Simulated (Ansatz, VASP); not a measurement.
Sn in VASP and in Ansatz

```xyz
1
Lattice="-1.9692 2.0562 1.6220 2.0445 -2.0389 1.6929 1.9785 2.0482 -1.6008" Properties=species:S:1:pos:R:3 pbc="T T T"
Sn   -0.0150    0.0132    0.0161
```

Change from the starting cell: cell strained at random at fixed volume.

Alike in both runs: task single point; functional PBEsol; k mesh 10 × 10 × 10; occupations fermi-dirac, width 0.05 eV; no spin polarisation.

```csv
,VASP,Ansatz
version,VASP 6.6.1,Ansatz 0.2.0
potentials or method,"VASP PAW PBE potentials, release 64 (Sn_d)",Ansatz PAW
plane-wave cutoff (eV),520,420
valence electrons in the cell,14,14
```

Ansatz gave:

| Quantity | Value |
| --- | --- |
| gap on the k mesh at the Fermi level (eV) | none |
| pressure (GPa) | -1.7 |
| largest component of the traceless stress (GPa) | 0.85 |

What did VASP give for the same quantities?

gap on the k mesh at the Fermi level (eV): none; pressure (GPa): -1.8; largest component of the traceless stress (GPa): 0.85.

A gap of «none» marks a metal or a gap that the smearing closes.

Caveats: the PAW data sets were made with another functional, which shifts forces and pressure a little (VASP); the PAW data sets come from PBE, with cores solved anew for the run's functional, which leaves a small shift of forces and pressure (Ansatz).
